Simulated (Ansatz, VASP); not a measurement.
## One calculation of CaO, two programs

```
Ca O
1.0
     0.00000    2.41227    2.44900
     2.41227    0.00000    2.44900
     2.41227    2.41227    0.00000
Ca O
1 1
Direct
  0.00000 0.00000 0.00000
  0.50000 0.50000 0.50000
```

Change from the starting cell: strain -0.015 along x and y, +0.000 along z, atoms carried along.

Alike in both runs: task single point; functional LDA; k mesh 8 × 8 × 8; occupations gaussian, width 0.05 eV; no spin polarisation.

```csv
,VASP,Ansatz
version,VASP 6.6.1,Ansatz 0.2.0
potentials or method,"VASP PAW LDA potentials, release 64 (Ca_sv, O)","scalar-relativistic, plane waves, PAW"
plane-wave cutoff (eV),520,420
valence electrons in the cell,16,16
```

VASP gave:

| Quantity | Value |
| --- | --- |
| gap on the k mesh at the Fermi level (eV) | 3.44 |
| least direct gap on the mesh (eV) | 3.84 |
| pressure (GPa) | -8.6 |
| largest component of the traceless stress (GPa) | 1.19 |

Task: What did Ansatz give for the same quantities?

Result: gap on the k mesh at the Fermi level (eV): 3.47; least direct gap on the mesh (eV): 3.86; pressure (GPa): -9.3; largest component of the traceless stress (GPa): 1.12.

A k mesh can miss the band edges.
